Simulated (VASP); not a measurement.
# Be (P4/mmm) in VASP: settings compared, part 2 of 2

VASP 6.6.1.

## Step 4: Relaxation of cell and atoms, LDA

The input, INCAR:

```
ALGO = Normal
EDIFF = 1E-6
EDIFFG = -0.01
ENCUT = 600
IBRION = 2
ISIF = 3
ISMEAR = -1
LASPH = True
LCHARG = False
LREAL = False
LWAVE = False
NELM = 60
NSW = 60
PREC = Accurate
SIGMA = 0.05
```

The input, KPOINTS:

```
k-points
0
Gamma
  13 13 10
```

The input, POSCAR:

```
Be
1.0
    2.0208100000      0.0000000000      0.0000000000
    0.0000000000      2.0208100000      0.0000000000
    0.0000000000      0.0000000000      2.6616400000
Be
1
Direct
    0.0000000000      0.0000000000      0.5000000000
```

Potentials or basis: VASP PAW LDA potentials, release 64 (Be).

Command:

```console
$ cat potpaw_LDA.64/Be/POTCAR > POTCAR
$ mpirun -np 1 vasp_std > vasp.out
```

OUTCAR:

```text
EDIFF = 1E-6
   EDIFFG = -0.01
   ENCUT = 600
   IBRION = 2
   ISIF = 3
   ISMEAR = -1
   LASPH = True
   LREAL = False
   NELM = 60
   NSW = 60
   PREC = Accurate

 ion  position               nearest neighbor table
   1  0.000  0.000  0.500-

  LATTYP: Found a simple tetragonal cell.
 ALAT       =     2.0208100000
 C/A-ratio  =     1.3171154141

  Lattice vectors:

 A1 = (   2.0208100000,   0.0000000000,   0.0000000000)
 A2 = (   0.0000000000,   2.0208100000,   0.0000000000)
 A3 = (   0.0000000000,   0.0000000000,   2.6616400000)

Analysis of symmetry for initial positions (statically):
=====================================================================
 Subroutine PRICEL returns:
 Original cell was already a primitive cell.

 Routine SETGRP: Setting up the symmetry group for a
 simple tetragonal supercell.

 Subroutine GETGRP returns: Found 16 space group operations
 (whereof 16 operations were pure point group operations)
 out of a pool of 16 trial point group operations.

The static configuration has the point symmetry D_4h.

Analysis of symmetry for dynamics (positions and initial velocities):
=====================================================================
 Subroutine PRICEL returns:
 Original cell was already a primitive cell.

[... 162 lines left out ...]
  Total       -0.2522176     -0.2522176     -0.1055791      0.0000000      0.0000000     -0.0000000
  in kB      -37.1779750    -37.1779750    -15.5628161      0.0000000      0.0000000     -0.0000000
  external PRESSURE =     -29.9729220 kB  Pullay stress =       0.0000000 kB
[... 127 lines left out ...]
--------------------------------------- Ionic step        5  -------------------------------------------

 number of electron       2.0000000 magnetization

 Free energy of the ion-electron system (eV)
  ---------------------------------------------------
  ext. energy  EPLUGINS =         0.00000000
  ---------------------------------------------------
  free energy    TOTEN  =        -3.22613930 eV

  energy without entropy =       -3.22460396  energy(sigma->0) =       -3.22537163

 E-fermi :   4.2134     XC(G=0):  -9.6316

 val. band max:        4.1897553778   @ k =   0.3846   0.3077   0.4000
 cond. band min:       4.2610776968   @ k =   0.1538   0.0000   0.3000
 fundamental gap:      0.0713223189
 Fermi energy:         4.2133724439

 k-point     1 :       0.0000    0.0000    0.0000
  band No.  band energies     occupation
      1      -4.9893      2.00000
      2      10.2191      0.00000
      3      17.0269      0.00000
      4      22.1653      0.00000
      5      22.1653      0.00000
[... 177 lines left out ...]
 k-point    24 :       0.3846    0.3077    0.0000
  band No.  band energies     occupation
      1       1.7632      2.00000
      2       8.0284      0.00000
      3      16.0531      0.00000
      4      17.5492      0.00000
      5      21.0925      0.00000

 [... further k-points ...]

------------------------ aborting loop because EDIFF is reached ----------------------------------------

  FORCE on cell =-STRESS in cart. coord.  units (eV):
  Direction    XX          YY          ZZ          XY          YZ          ZX
  --------------------------------------------------------------------------------------
  -------------------------------------------------------------------------------------
  Total       -0.0010816     -0.0010816      0.0043869      0.0000000      0.0000000     -0.0000000
  in kB       -0.1665205     -0.1665205      0.6753992      0.0000000      0.0000000     -0.0000000
  external PRESSURE =       0.1141194 kB  Pullay stress =       0.0000000 kB
[... 16 lines left out ...]
  FREE ENERGIE OF THE ION-ELECTRON SYSTEM (eV)
  ---------------------------------------------------
  free  energy   TOTEN  =        -3.2261392954 eV

  energy  without entropy=       -3.2246039613  energy(sigma->0) =       -3.22537163

 reached required accuracy - stopping structural energy minimisation
```

Run time: 4.5 s. Hardware: 1 thread of Intel Xeon 6975P-C (Granite Rapids), shared host; peak memory 0.12 GiB.

What came out:

```
Free energy                            : -3.2261 eV
Relaxed volume                         : 10.41 Å³/atom
Relaxed cell                           : a = 1.995 Å, b = 1.995 Å, c = 2.615 Å, α = 90.00°, β = 90.00°, γ = 90.00°
Space group after relaxing (to 0.05 Å) : P4/mmm (No. 123)
Energy gained by relaxing              : 4.2 meV/atom
Ionic steps                            : 5
Pressure after relaxing                : 0.0 GPa
Band gap on the k mesh                 : none (metal or under the smearing width)
```

Step by step:
| step | energy change (eV) | largest force (eV/Å) | pressure (GPa) | volume (Å³) |
| --- | --- | --- | --- | --- |
| 1 | 0.0000 | 0.0000 | -3.00 | 10.87 |
| 2 | -0.0037 | 0.0000 | -0.51 | 10.55 |
| 3 | -0.0037 | 0.0000 | -0.27 | 10.52 |
| 4 | -0.0040 | 0.0000 | -0.16 | 10.48 |
| 5 | -0.0042 | 0.0000 | 0.01 | 10.41 |

Final structure:
```
Be
1.0
     1.99472    0.00000    0.00000
     0.00000    1.99472    0.00000
     0.00000    0.00000    2.61544
Be
1
Cartesian
  0.0000 0.0000 1.3077
```

## Step 5: Relaxation of cell and atoms, PBE

Edit INCAR of step 4 so:

```diff
@@ -4,2 +4,3 @@
 ENCUT = 600
+GGA = PE
 IBRION = 2
```

KPOINTS is that of step 4.

POSCAR is that of step 4.

Potentials or basis: VASP PAW PBE potentials, release 64 (Be).

Command:

```console
$ cat potpaw_PBE.64/Be/POTCAR > POTCAR
$ mpirun -np 1 vasp_std > vasp.out
```

Run time: 2.6 s. Hardware: 1 thread of Intel Xeon 6975P-C (Granite Rapids), shared host; peak memory 0.12 GiB.

Results (log left out):

```
Free energy                            : -2.8318 eV
Relaxed volume                         : 10.89 Å³/atom
Relaxed cell                           : a = 2.022 Å, b = 2.022 Å, c = 2.663 Å, α = 90.00°, β = 90.00°, γ = 90.00°
Space group after relaxing (to 0.05 Å) : P4/mmm (No. 123)
Energy gained by relaxing              : 0.0 meV/atom
Ionic steps                            : 2
Pressure after relaxing                : 0.1 GPa
Band gap on the k mesh                 : none (metal or under the smearing width)
```

Stress tensor (GPa, compression positive):
```
0.01 0.00 0.00
0.00 0.01 0.00
0.00 0.00 0.14
```

Final structure:
```
CELL_PARAMETERS angstrom
2.02194 0.00000 0.00000
0.00000 2.02194 0.00000
0.00000 0.00000 2.66318
ATOMIC_POSITIONS crystal
Be 0.00000 0.00000 0.50000
```

Levels at points of the mesh, in eV from the Fermi level:
| k point | band 1 | band 2 | band 3 | band 4 |
| --- | --- | --- | --- | --- |
| (0.00, 0.00, 0.00) | -9.08 | 5.86 | 12.30 | 17.67 |
| (0.00, 0.00, 0.50) | -4.83 | -4.69 | 18.92 | 18.92 |

## Step 6: For comparison

An earlier run on the cell as given: functional PBE; potentials or basis VASP PAW PBE potentials, release 64 (Be); cutoff 520 eV; k mesh 13 × 13 × 10; occupations fermi-dirac, width 0.05 eV; no spin polarisation.

* Pressure: 0.2 GPa
* Band gap on the k mesh: none (metal or under the smearing width)

## Step 7: Summary

```csv
task,level,potentials or basis,cell,cutoff (eV),smearing,gap on the mesh (eV),pressure (GPa),relaxed volume (Å³/atom)
relaxation of cell and atoms,PBE,"VASP PAW PBE potentials, release 64 (Be)",relaxed,600,methfessel-paxton 0.2 eV,none,0.2,-
relaxation of the atoms,RPBE+D4,"VASP PAW PBE potentials, release 64 (Be)",atoms relaxed,520,fermi-dirac 0.02 eV,none,-3.9,-
relaxation of cell and atoms,LDA,"VASP PAW LDA potentials, release 64 (Be)",relaxed,600,fermi-dirac 0.05 eV,none,0.0,10.41
relaxation of cell and atoms,PBE,"VASP PAW PBE potentials, release 64 (Be)",relaxed,600,fermi-dirac 0.05 eV,none,0.1,10.89
single point,PBE,"VASP PAW PBE potentials, release 64 (Be)",as given,520,fermi-dirac 0.05 eV,none,0.2,-
```

Alike in all rows: no spin polarisation; k mesh 13 × 13 × 10.

Caveats: the relaxation stopped at its first step, so nothing moved (some runs); the PAW data sets were made with another functional, which shifts forces and pressure a little (some runs); pairwise dispersion overbinds metals, which lowers pressure and volume (some runs).

Absolute energies hang on the potentials; compare differences alone.
